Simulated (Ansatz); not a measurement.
The system is Co.

```
CELL_PARAMETERS angstrom
2.48736 0.00000 0.00000
-1.24368 2.15412 0.00000
0.00000 0.00000 4.06329
ATOMIC_POSITIONS crystal
Co 0.33333 0.66667 0.74014
Co 0.66667 0.33333 0.25986
```

Base run:

- Program: Ansatz 0.2.0
- Functional: PBE
- Potentials or basis: Ansatz PAW
- Cutoff: 420 eV (not typed: the program's choice for these potentials)
- k mesh: 12 × 12 × 7
- Occupations: fermi-dirac, width 0.05 eV
- Spin: no spin polarisation

Its results: band gap on the k mesh none (metal or under the smearing width); pressure -10.9 GPa; largest force 0.603 eV/Å.

The run is repeated on the same cell with these changes: spin from no spin polarisation to collinear spin, ferromagnetic start. What comes out?

Band gap on the k mesh none (metal or under the smearing width); pressure 0.8 GPa; net moment 3.27 μB per cell; site moments Co +1.71 μB; largest force 0.493 eV/Å.
